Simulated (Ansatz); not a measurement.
Runs of Ansatz 0.2.0 on BAs. It takes space group Pmmm (No. 47, orthorhombic). Conventional cell: a = 2.128 Å, b = 3.174 Å, c = 4.951 Å, α = 90.00°, β = 90.00°, γ = 90.00°. B (site symmetry mmm) has 2 B at 2.13 Å as nearest neighbours. Around As (site symmetry mmm) lie 2 As at 2.13 Å. The cell was built by a generator and needn't be a form met in nature.

| task | level | spin | cell | k mesh | cutoff (eV) | atoms under strain | points for each segment of the path | gap on the mesh (eV) | pressure (GPa) | relaxed volume (Å³/atom) |
| --- | --- | --- | --- | --- | --- | --- | --- | --- | --- | --- |
| elastic constants | LDA | off | as given | 9 × 6 × 5 | 420 | relaxed | - | none | 0.5 | - |
| relaxation of cell and atoms | RPBE+D4 | off | relaxed | 12 × 8 × 6 | 420 | - | - | none | 0.0 | 13.93 |
| relaxation of cell and atoms | revPBE+D3(BJ) | off | relaxed | 12 × 8 × 6 | 420 | - | - | none | 0.0 | 14.36 |
| relaxation of cell and atoms | revPBE+D4 | off | relaxed | 12 × 8 × 6 | 420 | - | - | none | 0.0 | (a) |
| band structure | r2SCAN | SOC, no magnetisation | as given | 9 × 6 × 5 | 500 | - | 14 | none | (b) | - |
| phonons | LDA | off | as given | 9 × 6 × 5 | 420 | - | - | none | - | - |

Alike in all rows: potentials or basis Ansatz PAW; smearing fermi-dirac 0.05 eV.

Problem. Fill in the values left out.

Solution. (a) 13.96; (b) 3.9.

Caveats: the PAW data sets come from PBE, with cores solved anew for the run's functional, which leaves a small shift of forces and pressure; the plane-wave basis is chosen anew once the cell has moved, so the energies of steps on either side of that aren't comparable (some runs); the volume moved by over 15 % at a fixed basis, so the end points are rough (some runs); the elastic tensor has a negative eigenvalue, so either the cell is unstable as it stands or the mesh is too thin (some runs); some modes are imaginary (some runs).

A k mesh can miss the band edges, and rows without SOC leave out spin-orbit coupling on As.

A gap of «none» marks a metal or a gap under the smearing width.

Runs at the PBE level aren't shown here.
